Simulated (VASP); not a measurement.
Input of a VASP 6.6.1 run:

Contents of INCAR:

```
PREC     = Accurate       # precision mode
ENCUT    = 520            # plane-wave cutoff, eV
EDIFF    = 1E-6           # SCF threshold, eV
ISMEAR   = -1             # smearing method
SIGMA    = 0.02           # smearing width, eV
LREAL    = F              # projectors in reciprocal space
LASPH    = T              # aspherical terms in the spheres
NELM     = 100            # most SCF steps
ALGO     = Normal         # electronic algorithm
ISIF     = 2              # what is computed and relaxed
LWAVE    = F              # write WAVECAR
LCHARG   = F              # write CHGCAR
GGA      = PE             # functional
NBANDS   = 26             # bands
```

Contents of KPOINTS:

```
regular mesh
0
Gamma
  6 6 4
```

Contents of POSCAR:

```
InP
1.0
    3.8532866816      0.0000000000      0.0000000000
   -1.9266433408      3.3370441544      0.0000000000
    0.0000000000      0.0000000000      6.5534407716
In P
2 2
Direct
    0.0000000000      0.0000000000      0.0000000000
    0.0000000000      0.0000000000      0.5000000000
    0.3333333333      0.6666666667      0.2500000000
    0.6666666667      0.3333333333      0.7500000000
```

Potentials or basis: VASP PAW PBE potentials, release 64 (In_d, P).

Launch:

```console
$ cat potpaw_PBE.64/In_d/POTCAR potpaw_PBE.64/P/POTCAR > POTCAR
$ mpirun -np 1 vasp_std > vasp.out
```

(1) Predict the pressure.

(2) Predict the band gap on the k mesh.

## Answers

(1) 1.8 GPa.

(2) none (metal or under the smearing width).
